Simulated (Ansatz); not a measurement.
# C (Graphite 3R): the cost of one run

Method: DFT PBEsol, frozen-core PAW, scalar-relativistic unless said, in Ansatz 0.2.0.

## 1. The structure to begin with

Symmetry: R-3m, No. 166, trigonal system. Conventional cell: a = 2.456 Å, b = 2.456 Å, c = 10.041 Å, α = 90.00°, β = 90.00°, γ = 120.00°. C (site symmetry 3m) is surrounded by 3 C at 1.42 Å.

Structure file:

```cif
data_structure
_symmetry_space_group_name_H-M 'R-3m:H'
_symmetry_Int_Tables_number 166
_cell_length_a 2.4561
_cell_length_b 2.4561
_cell_length_c 10.0410
_cell_angle_alpha 90.000
_cell_angle_beta 90.000
_cell_angle_gamma 120.000
_cell_volume 52.45
loop_
_atom_site_label
_atom_site_type_symbol
_atom_site_symmetry_multiplicity
_atom_site_Wyckoff_symbol
_atom_site_fract_x
_atom_site_fract_y
_atom_site_fract_z
_atom_site_occupancy
C1 C 6 c 0.00000 0.00000 0.83600 1
```

Cartesian axes are those of the input's lattice vectors. The structure goes back to a database entry.

## 2. Cell and atoms relaxed, PAW

File input.yaml:

```yaml
crystal:
  lattice:
    - [1.2280287114, 0.7090027071, 3.3470114498]
    - [-1.2280287114, 0.7090027071, 3.3470114498]
    - [0.0, -1.4180054142, 3.3470114498]
  atoms:
    - { symbol: C, position: [0.836, 0.836, 0.836] }
    - { symbol: C, position: [0.164, 0.164, 0.164] }
kpoints:
  mp_grid: { grid: [22, 22, 22] }
scf:
  occupations: { method: fermi_dirac, width: 0.05 }
hamiltonian:
  xc: pbesol
  pseudopotentials: { kind: paw }
relax:
  f_tol: 0.002
  max_steps: 80
  cell: {}
output:
  forces: true
  stress: true
```

Run with:

```sh
$ ansatz run input.yaml --threads 1 --pin off --max-ram 2560MiB --backend cpu --events-out ev --progress --plain --runs-dir out
```

What time and memory should one allow on 1 thread of Arm Neoverse V2, shared host?

About 2 min, with a peak of 0.47 GiB.
